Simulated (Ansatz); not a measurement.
# O (R-3m) in Ansatz: convergence with wavefunction cutoff

Aim: find how far wavefunction cutoff must go before the results for O settle, at r2SCAN. This setting moves, with any that are tied to it; all else stays.

Everything below comes from runs of Ansatz 0.2.0. Logs are shortened: lines on timing, memory, paths and dates and some standing lists are left out, and cuts for length are marked.

### Step 1. The structure

Symmetry: R-3m, No. 166, trigonal system. Conventional cell: a = 3.350 Å, b = 3.350 Å, c = 11.196 Å, α = 90.00°, β = 90.00°, γ = 120.00°. O (site symmetry 3m) is surrounded by 1 O at 1.22 Å.

The real solid is made of molecules; this cell is a model form.

### Step 2. With wavefunction cutoff 400 eV

input.yaml

```yaml
crystal:
  lattice:
    - [1.6749479049, 0.9670316238, 3.7319995215]
    - [-1.6749479049, 0.9670316238, 3.7319995215]
    - [0.0, -1.9340632475, 3.7319995215]
  atoms:
    - { symbol: O, position: [0.05461472, 0.05461472, 0.05461472] }
    - { symbol: O, position: [0.94538528, 0.94538528, 0.94538528] }
hamiltonian:
  xc: r2scan
  pseudopotentials: { kind: nc, accuracy: standard }
kpoints:
  mp_grid: { grid: [8, 8, 8] }
scf:
  occupations: { method: gaussian, width: 0.1 }
output:
  forces: true
  stress: true
  eigenvalues: true
basis:
  ecutwfc: "400 eV"
```

Potentials or basis: PseudoDojo standard (PBE files).

Run with:

```console
$ ansatz run input.yaml --threads 2 --pin off --max-ram 5632MiB --backend cpu --events-out ev --progress --plain --runs-dir out
```

What it wrote:

```text
Warning: basis.ecutwfc = 400 eV is below the records' recommended 1142.878222 eV, and the density's cutoff is lower with it unless basis.ecutrho_ratio is high enough to keep the records' density cutoff: compare with a run at a higher cutoff
Warning: hamiltonian.xc reads the kinetic-energy density τ on the library's norm-conserving files, and those of O were made for PBE. This build holds files of O that were made for r²SCAN, which a deck under this functional can read where it names no table (hamiltonian.pseudopotentials.accuracy or source), types no xc_functional and has no exact exchange, max_exx_coeff or level of output.embedding that keeps them out. To compare such runs, type hamiltonian.pseudopotentials: {kind: paw, frozen_core: stored} on both or, where PAW refuses one, {kind: nc, accuracy: standard}
Warning: RAYON_NUM_THREADS=2 ignored (pool sized by the plan → 2); use --threads N
Engine: ansatz 0.2.0, x86_64-unknown-linux-gnu
Pseudopotentials: kind: nc
Pseudopotential: O, nc, valence charge 6, recommended cutoff 1142.878222 eV (normal), O.nc.azcp (PseudoDojo's, or run here from an input of PseudoDojo's; its table is named by hamiltonian.pseudopotentials.accuracy)
Functional definition: r2SCAN
  parameter k0 = 0.174
  parameter k1 = 0.065
  parameter a1 = 4.9479
  exchange = r2scan_x(k0 = k0, k1 = k1, a1 = a1)
  correlation = r2scan_c
Crystal: 2 atoms, lattice volume = 36.269 Å³
Basis set: ecut = 400 eV, 673 PW (Γ), exchange–correlation on 120×120×120 points (64 copies of the dense FFT grid, shifted against one another)
Bands: 10, of which v1, the nominal top of the filled ones, is band 6 counted from 1 (5 counted from 0)
Symmetry: 12 space group operations
Space group: R-3m (ITA 166), of the structure as read, at distance tolerance 3.3e-5 Å
k-points: 65 of 512
Non-local potential: O, projectors of the file, l = 0: 2, l = 1: 2, l = 2: 1
Initial density: superposition of atomic densities (chi_scale 0.1, normalization cell)
Initial wavefunctions: pseudopotential atomic-orbital guess
Functional: x = r2scan, c = r2scan; τ floored in thin density (d = 2e-4 eV/Å³)
SCF iter   1: F=—  HF=-884.599243 eV  |F-HF|=—  |Δ(HF+E_count)|=         —  Δρ=1.44e-1  dr2=2.24e0  dr2_τ=1.88e1  ethr=3.10e-3  ⟨swp⟩=5.4  Hψ=4531  notcnv=0
preconditioner: auto → LDOS  [metal: Δε(μ)=0.012 eV  Ē_g=15.392 eV  σ=0.100 eV  W_gap=0.07  n_scr=8 (ndim 8)  ℏωp=19.5 eV  f_vac=0.197  D(μ)=3.64/eV (n_scr^D=46)  β→1.0]
SCF iter   2: F=—  HF=-883.957223 eV  |F-HF|=—  |Δ(HF+E_count)|=   6.42e-1  Δρ=1.63e-2  dr2=3.77e-2  dr2_τ=2.22e-1  ethr=3.10e-3  ⟨swp⟩=3.0  Hψ=1950  notcnv=0
SCF iter   3: F=—  HF=-883.951675 eV  |F-HF|=—  |Δ(HF+E_count)|=   5.55e-3  Δρ=2.97e-3  dr2=3.59e-3  dr2_τ=3.89e-4  ethr=3.14e-4  ⟨swp⟩=3.0  Hψ=1259  notcnv=0
SCF iter   4: F=—  HF=-883.951399 eV  |F-HF|=—  |Δ(HF+E_count)|=   2.76e-4  Δρ=1.10e-3  dr2=4.52e-4  dr2_τ=5.89e-5  ethr=2.99e-5  ⟨swp⟩=2.0  Hψ=976  notcnv=0
SCF iter   5: F=—  HF=-883.951348 eV  |F-HF|=—  |Δ(HF+E_count)|=   5.04e-5  Δρ=1.11e-4  dr2=2.19e-6  dr2_τ=4.05e-7  ethr=3.77e-6  ⟨swp⟩=2.4  Hψ=970  notcnv=0
SCF iter   6: F=—  HF=-883.951350 eV  |F-HF|=—  |Δ(HF+E_count)|=   1.68e-6  Δρ=2.22e-5  dr2=8.64e-8  dr2_τ=2.50e-8  ethr=8.33e-10  ⟨swp⟩=7.0  Hψ=4004  notcnv=0
SCF iter   7: F=-883.951350 eV  HF=-883.951350 eV  |F-HF|=9.61e-10  |Δ(HF+E_count)|=   2.28e-8  Δρ=2.26e-6  dr2=8.51e-10  dr2_τ=8.44e-10  ethr=7.20e-10  ⟨swp⟩=2.8  Hψ=2377  notcnv=0
SCF 1 converged in 7 iterations: F = -883.951350 eV  dr2 = 8.51e-10
SCF converged after 7 iterations
Free energy (F): -883.951350 eV
Harris-Foulkes:  -883.951350 eV  (|F-HF|=9.61e-10)
Internal energy: -883.927312 eV  (E = F + TS)
E sigma→0 (E₀):  -883.939331 eV
Entropy (-TS):   -0.024038 eV (-12.019 meV/atom)
Fermi energy:    -0.186359 eV
--- Per-component energies (eV) ---
  E_band       = -145.801183
  E_kinetic    = 520.046065
  E_local      = -993.563979  (includes V_loc(G=0)·N_el)
  E_nonlocal   = -81.848892
  E_hartree    = 330.160891
  E_xc         = -220.081936
  E_vxc        = -271.709119  (∫ρ·V_xc dr)
  E_vtau       = 20.952748  (kinetic-family band-sum trace: ∫τ·v_τ [+ j·A + Jᵃ·Aᵃ] dr)
  E_ewald      = -438.639461
  E_smearing   = -0.024038  (= −TS)
  E_closure    = -0.000000  (closes the sum)
  Σ components = -883.951350   (vs F -883.951350, Δ=0.00e0)
--- Forces (eV/Å), atoms counted from 1 ---
  atom   1  O      0.00000000     0.00000000     3.78374273
  atom   2  O      0.00000000    -0.00000000    -3.78374273
  max |Σ_I F_I| component: 4.44e-16 eV/Å
--- Stress (GPa, compression-positive) ---
      -11.670624       0.000000       0.000000
       -0.000000     -11.670624       0.000000
        0.000000       0.000000      17.664385
  P = ⅓ Tr σ = -1.8923 GPa (-18.923 kbar)
--- Band table (eV; the first three rows and the last of 65) ---
  k-point 0: bands = ["-30.4963", "-17.8058", "-9.3439", "-7.3552", "-7.3552", "-0.1011", "-0.1011", "5.6669", "11.4801", "13.2535"]
  k-point 1: bands = ["-30.4834", "-17.7989", "-9.2566", "-7.4509", "-7.3631", "-0.0741", "-0.0347", "6.0509", "11.3762", "13.2290"]
  k-point 2: bands = ["-30.4661", "-17.8009", "-9.0958", "-7.7185", "-7.3991", "-0.1876", "-0.1164", "7.0425", "11.0900", "13.5194"]
  k-point 64: bands = ["-30.5070", "-18.1802", "-8.4881", "-7.4775", "-7.4775", "-0.1454", "-0.1454", "5.9167", "6.8267", "12.8898"]
```

It took 3.5 s on 2 threads of Intel Xeon at 2.50GHz (Skylake/Cascade Lake), shared host; peak memory 0.36 GiB.

Results:

* Free energy: -883.9513 eV
* Pressure: -1.9 GPa
* Largest force: 3.784 eV/Å
* Band gap on the k mesh: none (metal or under the smearing width)

### Step 3. With wavefunction cutoff 500 eV

input.yaml, as its differences from that of step 2:

```diff
@@ -20,2 +20,2 @@
 basis:
-  ecutwfc: "400 eV"
+  ecutwfc: "500 eV"
```

Potentials or basis: PseudoDojo standard (PBE files).

Run with:

```console
$ ansatz run input.yaml --threads 2 --pin off --max-ram 5632MiB --backend cpu --events-out ev --progress --plain --runs-dir out
```

Wall time 3.8 s (2 threads of Intel Xeon at 2.50GHz (Skylake/Cascade Lake), shared host); peak memory 0.39 GiB.

Results:

* Free energy: -892.7137 eV
* Pressure: -7.8 GPa
* Largest force: 1.762 eV/Å
* Band gap on the k mesh: none (metal or under the smearing width)

### Step 4. With wavefunction cutoff 600 eV

input.yaml, as its differences from that of step 3:

```diff
@@ -20,2 +20,2 @@
 basis:
-  ecutwfc: "500 eV"
+  ecutwfc: "600 eV"
```

Run with:

```console
$ ansatz run input.yaml --threads 2 --pin off --max-ram 5632MiB --backend cpu --events-out ev --progress --plain --runs-dir out
```

Run time: 5.1 s. Hardware: 2 threads of Intel Xeon at 2.50GHz (Skylake/Cascade Lake), shared host; peak memory 0.45 GiB.

What came out:

| Item | Value |
| --- | --- |
| Free energy | -896.7373 eV |
| Pressure | -4.9 GPa |
| Largest force | 1.440 eV/Å |
| Band gap on the k mesh | none (metal or under the smearing width) |

### Step 5. With wavefunction cutoff 700 eV

input.yaml, as its differences from that of step 4:

```diff
@@ -20,2 +20,2 @@
 basis:
-  ecutwfc: "600 eV"
+  ecutwfc: "700 eV"
```

Run with:

```console
$ ansatz run input.yaml --threads 2 --pin off --max-ram 5632MiB --backend cpu --events-out ev --progress --plain --runs-dir out
```

Run time: 6.9 s. Hardware: 2 threads of Intel Xeon at 2.50GHz (Skylake/Cascade Lake), shared host; peak memory 0.53 GiB.

Results:

```
Free energy            : -898.6422 eV
Pressure               : -6.0 GPa
Largest force          : 0.802 eV/Å
Band gap on the k mesh : none (metal or under the smearing width)
```

### Step 6. With wavefunction cutoff 850 eV

input.yaml, as its differences from that of step 5:

```diff
@@ -20,2 +20,2 @@
 basis:
-  ecutwfc: "700 eV"
+  ecutwfc: "850 eV"
```

Potentials or basis: PseudoDojo standard (PBE files).

Run with:

```console
$ ansatz run input.yaml --threads 2 --pin off --max-ram 5632MiB --backend cpu --events-out ev --progress --plain --runs-dir out
```

Wall time 8.4 s (2 threads of Intel Xeon at 2.50GHz (Skylake/Cascade Lake), shared host); peak memory 0.54 GiB.

Results (log left out):

- Free energy: -899.5277 eV
- Pressure: -5.0 GPa
- Largest force: 0.820 eV/Å
- Band gap on the k mesh: none (metal or under the smearing width)

### Step 7. With wavefunction cutoff 1000 eV

input.yaml, as its differences from that of step 6:

```diff
@@ -20,2 +20,2 @@
 basis:
-  ecutwfc: "850 eV"
+  ecutwfc: "1000 eV"
```

Run with:

```console
$ ansatz run input.yaml --threads 2 --pin off --max-ram 5632MiB --backend cpu --events-out ev --progress --plain --runs-dir out
```

Run time: 11 s. Hardware: 2 threads of Intel Xeon at 2.50GHz (Skylake/Cascade Lake), shared host; peak memory 0.68 GiB.

It converged, with:

- Free energy: -899.6715 eV
- Pressure: -5.2 GPa
- Largest force: 0.886 eV/Å
- Band gap on the k mesh: none (metal or under the smearing width)

### Step 8. With wavefunction cutoff 1200 eV

input.yaml, as its differences from that of step 7:

```diff
@@ -20,2 +20,2 @@
 basis:
-  ecutwfc: "1000 eV"
+  ecutwfc: "1200 eV"
```

Run with:

```console
$ ansatz run input.yaml --threads 2 --pin off --max-ram 5632MiB --backend cpu --events-out ev --progress --plain --runs-dir out
```

Run time: 13 s. Hardware: 2 threads of Intel Xeon at 2.50GHz (Skylake/Cascade Lake), shared host; peak memory 0.76 GiB.

The run converged. Its results:

```
Free energy            : -899.6885 eV
Pressure               : -5.2 GPa
Largest force          : 0.884 eV/Å
Band gap on the k mesh : none (metal or under the smearing width)
```

### Step 9. With wavefunction cutoff 1400 eV

input.yaml, as its differences from that of step 8:

```diff
@@ -20,2 +20,2 @@
 basis:
-  ecutwfc: "1200 eV"
+  ecutwfc: "1400 eV"
```

Potentials or basis: PseudoDojo standard (PBE files).

Run with:

```console
$ ansatz run input.yaml --threads 2 --pin off --max-ram 5632MiB --backend cpu --events-out ev --progress --plain --runs-dir out
```

It took 17 s on 2 threads of Intel Xeon at 2.50GHz (Skylake/Cascade Lake), shared host; peak memory 0.92 GiB.

The run converged. Its results:

* Free energy: -899.6891 eV
* Pressure: -5.2 GPa
* Largest force: 0.886 eV/Å
* Band gap on the k mesh: none (metal or under the smearing width)

### Step 10. With wavefunction cutoff 1700 eV

input.yaml, as its differences from that of step 9:

```diff
@@ -20,2 +20,2 @@
 basis:
-  ecutwfc: "1400 eV"
+  ecutwfc: "1700 eV"
```

Run with:

```console
$ ansatz run input.yaml --threads 2 --pin off --max-ram 5632MiB --backend cpu --events-out ev --progress --plain --runs-dir out
```

It took 22 s on 2 threads of Intel Xeon at 2.50GHz (Skylake/Cascade Lake), shared host; peak memory 1.2 GiB.

Results (log left out):

* Free energy: -899.6893 eV
* Pressure: -5.2 GPa
* Largest force: 0.887 eV/Å
* Band gap on the k mesh: none (metal or under the smearing width)

### Step 11. Summary

```
wavefunction cutoff  energy less the tightest run, at zero smearing (meV/atom)  pressure (GPa)  largest force (eV/Å)  SCF cycles  CPU time (s)  peak memory (GiB)
             400 eV                                                    7868.75           -1.89                 3.784           7           6.3               0.36
             500 eV                                                    3486.79           -7.85                 1.762           6           7.2               0.39
             600 eV                                                    1476.40           -4.88                 1.440           7           9.7               0.45
             700 eV                                                     523.53           -6.02                 0.802           7            13               0.53
             850 eV                                                      80.78           -4.99                 0.820           7            16               0.54
            1000 eV                                                       8.90           -5.20                 0.886           7            20               0.68
            1200 eV                                                       0.43           -5.21                 0.884           7            24               0.76
            1400 eV                                                       0.13           -5.21                 0.886           7            33               0.92
            1700 eV                                                       0.00           -5.22                 0.887           7            43                1.2
```

Against the tightest run, the energy stays within 1 meV/atom from 1200 eV on; the pressure stays within 0.1 GPa from 1000 eV on; the largest force stays within 0.005 eV/Å from 1000 eV on. The tightest run that finished is the yardstick and may itself not be fully converged.

Caveats: the meta-GGA runs on potentials made for a GGA; spin is off for a triplet molecule; the potentials were made for another functional, which shifts forces and pressure.
